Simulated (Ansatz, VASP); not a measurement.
**One calculation of BN, two programs**

```
B N
1.0
     2.54057    0.00000    0.00000
    -1.27028    2.20019    0.00000
     0.00000    0.00000    4.20265
B N
2 2
Direct
  0.33333 0.66667 0.96211
  0.66667 0.33333 0.46211
  0.33333 0.66667 0.41189
  0.66667 0.33333 0.91189
```

Change from the starting cell: polar distortion scaled by 0.40.

Alike in both runs: task single point; functional PBEsol; k mesh 15 × 15 × 8; no spin polarisation.

|  | VASP | Ansatz |
| --- | --- | --- |
| version | VASP 6.6.1 | Ansatz 0.2.0 |
| potentials or method | VASP PAW PBE potentials, release 64 (B, N) | scalar-relativistic, plane waves, PAW |
| plane-wave cutoff (eV) | 520 | 420 |
| occupations | gaussian, width 0.01 eV | fixed |
| valence electrons in the cell | 16 | 16 |

|  | VASP | Ansatz | Ansatz less VASP |
| --- | --- | --- | --- |
| gap on the k mesh at the Fermi level (eV) | 3.61 | 3.61 | +0.007 |
| least direct gap on the mesh (eV) | 6.16 | 6.16 | +0.004 |
| pressure (GPa) | 19.8 | 18.9 | -0.87 |
| largest component of the traceless stress (GPa) | 23.10 | 23.89 | +0.792 |
| rms of the force components (eV/Å) | 1.412 | 1.405 | -0.0073 |

Atom by atom the forces differ by 0.007 eV/Å (rms over components). Ansatz warned: «pseudo_functional_mismatch».

Caveats: so large a pressure means that the cell lies far from this level's equilibrium, or that cutoff or potentials fall short (VASP); the potentials were made for another functional, which shifts forces and pressure (VASP); an odd mesh through Γ misses points on the zone boundary, where band edges often lie.
